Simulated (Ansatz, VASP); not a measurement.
Given: the input of a run of Ansatz 0.2.0 on Pt. 

Contents of input.yaml:

```yaml
crystal:
  lattice:
    - [0.0, 1.9609, 1.9609]
    - [1.9609, 0.0, 1.9609]
    - [1.9609, 1.9609, 0.0]
  atoms:
    - { symbol: Pt, position: [0.0, 0.0, 0.0] }
kpoints:
  mp_grid: { grid: [12, 12, 12] }
scf:
  occupations: { method: gaussian, width: 0.1 }
hamiltonian:
  xc: pbesol
  pseudopotentials: { kind: all_electron, lapw: { basis_error: 0.001 } }
output:
  forces: true
  stress: true
  eigenvalues: true
```

Potentials or basis: all-electron LAPW, scalar-relativistic.

The run is started by

```sh
$ ansatz run input.yaml --threads 1 --pin off --max-ram 3072MiB --backend cpu --events-out ev --progress --plain --runs-dir out
```

Question: What does the same run look like in VASP 6.6.1? Potentials or basis there: PBE PAW files Pt, 500 eV.

Answer: As run (cutoffs and basis follow the program's own potentials, and thresholds, step limits or extra output files can differ):

Contents of INCAR:

```
ALGO = Normal
EDIFF = 1E-6
ENCUT = 500
GGA = PS
ISIF = 2
ISMEAR = 0
LASPH = T
LCHARG = T
LELF = T
LREAL = F
LVHAR = T
LWAVE = F
NELM = 60
PREC = Accurate
SIGMA = 0.1
```

File KPOINTS:

```
k-points
0
Gamma
  12 12 12
```

File POSCAR:

```
Pt
2.7731
    0.000000000000      0.707114781292      0.707114781292
    0.707114781292      0.000000000000      0.707114781292
    0.707114781292      0.707114781292      0.000000000000
Pt
1
Direct
    0.0000000000      0.0000000000      0.0000000000
```

Potentials or basis: VASP PAW PBE potentials, release 64 (Pt).

Command:

```console
$ cat potpaw_PBE.64/Pt/POTCAR > POTCAR
$ mpirun -np 1 vasp_std > vasp.out
```

Both were run:

|  | Ansatz | VASP |
| --- | --- | --- |
| Pressure | -0.7 GPa | -1.0 GPa |

VASP's potentials were made for PBE.

Where Ansatz's input types no cutoff or centring, it takes its own default and a Γ-centred mesh.

Pressure is positive in compression.
